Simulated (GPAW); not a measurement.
The system is CdO.

```
CELL_PARAMETERS angstrom
0.00000 2.10550 2.10550
2.10550 0.00000 2.10550
2.10550 2.10550 0.00000
ATOMIC_POSITIONS crystal
Cd 0.00000 0.00000 0.00000
O 0.50000 0.50000 0.50000
```

The cell was built by a generator and isn't the measured one.

Base run:

| Quantity | Value |
| --- | --- |
| Program | GPAW 26.7.0 |
| Functional | TB-mBJ |
| Potentials or basis | GPAW PAW data sets for LDA (gpaw-data 1.2.1) |
| Cutoff | 600 eV |
| Basis | pw |
| k mesh | 8 × 8 × 8 |
| Occupations | fermi-dirac, width 0.05 eV |
| Spin | no spin polarisation |

Its results: band gap on the k mesh 2.04 eV, indirect (least direct gap 5.12 eV).

Task: After a change of settings the same cell gave: band gap on the k mesh 0.79 eV, indirect (least direct gap 4.19 eV). Which change was it?
A. functional from TB-mBJ to r2SCAN; potentials or basis from GPAW PAW data sets for LDA (gpaw-data 1.2.1) to GPAW PAW data sets (gpaw-data 1.2.1)
B. functional from TB-mBJ to LDA; potentials or basis from GPAW PAW data sets for LDA (gpaw-data 1.2.1) to the program's PAW data sets (release 1.2.1) made for this functional
C. functional from TB-mBJ to GLLB-SC; potentials or basis from GPAW PAW data sets for LDA (gpaw-data 1.2.1) to the program's PAW data sets (release 1.2.1) made for this functional

Result: A.

Caveats: a model potential gives levels but no total energy (some runs).

Runs at the PBE level aren't shown here.
